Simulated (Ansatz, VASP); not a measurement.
Au: VASP beside Ansatz

The input INCAR:

```
ALGO = Normal
EDIFF = 1E-7
ENCUT = 520
GGA = PE
ISIF = 2
ISMEAR = 0
LASPH = True
LCHARG = True
LELF = True
LREAL = False
LVHAR = True
LWAVE = False
NBANDS = 12
NELM = 100
PREC = Accurate
SIGMA = 0.024
```

File KPOINTS:

```
k-points
0
Gamma
  11 11 11
```

Contents of POSCAR:

```
Au
1.0
    0.0000000000      2.0350000000      2.0350000000
    2.0350000000      0.0000000000      2.0350000000
    2.0350000000      2.0350000000      0.0000000000
Au
1
Direct
    0.0000000000      0.0000000000      0.0000000000
```

Contents of input.yaml:

```yaml
crystal:
  lattice:
    - [0.0, 2.035, 2.035]
    - [2.035, 0.0, 2.035]
    - [2.035, 2.035, 0.0]
  atoms:
    - { symbol: Au, position: [0.0, 0.0, 0.0] }
kpoints:
  mp_grid: { grid: [11, 11, 11] }
scf:
  occupations: { method: gaussian, width: 0.024 }
hamiltonian:
  xc: pbe
  pseudopotentials: { kind: all_electron, lapw: { basis_error: 0.001 } }
output:
  forces: true
  stress: true
  eigenvalues: true
```

Alike in both runs: task single point; functional PBE; k mesh 11 × 11 × 11; occupations gaussian, width 0.024 eV; no spin polarisation.

```csv
,VASP,Ansatz
version,VASP 6.6.1,Ansatz 0.2.0
potentials or method,"VASP PAW PBE potentials, release 64 (Au)","all-electron LAPW, scalar-relativistic"
plane-wave cutoff (eV),520,see its input
```

```tsv
	VASP	Ansatz	Ansatz less VASP
gap on the k mesh at the Fermi level (eV)	none	none	-
pressure (GPa)	10.5	10.8	+0.30
```

A gap of «none» marks a metal or a gap that the smearing closes. Ansatz ran all-electron here, so the differences hold the error of VASP's frozen core and of both bases.

The runs have no spin-orbit coupling, so splittings on Au are missing.
